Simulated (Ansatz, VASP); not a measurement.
KCl in VASP and in Ansatz

Contents of INCAR:

```
PREC     = Accurate       # precision mode
ENCUT    = 520            # plane-wave cutoff, eV
EDIFF    = 1E-6           # SCF threshold, eV
ISMEAR   = -1             # smearing method
SIGMA    = 0.03           # smearing width, eV
LREAL    = F              # projectors in reciprocal space
LASPH    = T              # aspherical terms in the spheres
NELM     = 100            # most SCF steps
ALGO     = Normal         # electronic algorithm
ISIF     = 2              # what is computed and relaxed
LWAVE    = F              # write WAVECAR
LCHARG   = F              # write CHGCAR
GGA      = PE             # functional
NBANDS   = 15             # bands
```

The input KPOINTS:

```
Automatic mesh
0
Gamma
  7 7 7
```

File POSCAR:

```
KCl
1.0
    0.0000000000      3.1134447711      3.1134447711
    3.1134447711      0.0000000000      3.1134447711
    3.1134447711      3.1134447711      0.0000000000
K Cl
1 1
Direct
    0.0000000000      0.0000000000      0.0000000000
    0.5000000000      0.5000000000      0.5000000000
```

Input for Ansatz:

```yaml
crystal:
  lattice:
    - [0.0, 3.1134447711, 3.1134447711]
    - [3.1134447711, 0.0, 3.1134447711]
    - [3.1134447711, 3.1134447711, 0.0]
  atoms:
    - { symbol: K, position: [0.0, 0.0, 0.0] }
    - { symbol: Cl, position: [0.5, 0.5, 0.5] }
kpoints:
  mp_grid: { grid: [7, 7, 7] }
  band_path:
    path:
      - [0.0, 0.0, 0.0]
      - [0.5, 0.0, 0.5]
      - [0.625, 0.25, 0.625]
      - [0.375, 0.375, 0.75]
      - [0.0, 0.0, 0.0]
      - [0.5, 0.5, 0.5]
      - [0.5, 0.25, 0.75]
      - [0.5, 0.0, 0.5]
    npoints: 5
scf:
  occupations: { method: fermi_dirac, width: 0.03 }
hamiltonian:
  xc: pbe
  pseudopotentials: { kind: all_electron, lapw: { basis_error: 0.001 } }
output:
  forces: true
  stress: true
  eigenvalues: true
```

Change from the starting cell: volume scaled by 0.96.

Alike in both runs: task single point; functional PBE; k mesh 7 × 7 × 7; occupations fermi-dirac, width 0.03 eV; no spin polarisation.

|  | VASP | Ansatz |
| --- | --- | --- |
| version | VASP 6.6.1 | Ansatz 0.2.0 |
| potentials or method | VASP PAW PBE potentials, release 64 (K_sv, Cl) | all-electron LAPW, scalar-relativistic |
| plane-wave cutoff (eV) | 520 | see its input |

|  | VASP | Ansatz | Ansatz less VASP |
| --- | --- | --- | --- |
| gap on the k mesh at the Fermi level (eV) | 5.30 | 5.30 | +0.001 |
| pressure (GPa) | 1.5 | 1.4 | -0.04 |

Ansatz ran all-electron here, so the differences hold the error of VASP's frozen core and of both bases.

Caveats: an odd mesh through Γ misses points on the zone boundary, where band edges often lie.
